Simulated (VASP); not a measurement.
## NbAs under changes of volume

One of the cells (17.047 Å³/atom); the others are scaled copies at fixed shape and fractional positions:

```
CELL_PARAMETERS angstrom
-1.71427 1.71427 5.80080
1.71427 -1.71427 5.80080
1.71427 1.71427 -5.80080
ATOMIC_POSITIONS crystal
Nb 0.50000 0.00000 0.50000
Nb 0.75000 0.75000 0.00000
As 0.91600 0.41600 0.50000
As 0.16600 0.16600 0.00000
```

```yaml
Program: VASP 6.6.1
Functional: PBE
Potentials_or_basis: VASP PAW PBE potentials, release 64 (Nb_sv, As)
Cutoff: 520 eV
k_mesh: 11 × 11 × 11
Occupations: fermi-dirac, width 0.05 eV
Spin: no spin polarisation
```

| volume (Å³/atom) | energy over the lowest point (meV/atom) | pressure (GPa) | largest force (eV/Å) |
| --- | --- | --- | --- |
| 16.351 | 64.40 | 15.9 | 0.383 |
| 16.699 | ? | ? | ? |
| 17.047 | 14.87 | 7.1 | 0.325 |
| 17.743 | 0.00 | -0.1 | 0.274 |
| 18.091 | 3.43 | -3.1 | 0.251 |

What does the run at 16.699 Å³/atom give?

Energy over the lowest point 34.82 meV/atom; pressure 11.3 GPa; largest force 0.353 eV/Å.

Worked out: A Birch-Murnaghan fit of order 2 (a polynomial in V^(-2/3)) to the other rows has its minimum at 17.74 Å³/atom with B0 = V·E''(V) = 166 GPa at fixed shape and positions, which overstates the stiffness. It gives 34.89 meV/atom at 16.699 Å³/atom, against the run's 34.82, and -dE/dV = 11.3 GPa, against 11.3.

Energies are extrapolated to zero smearing.
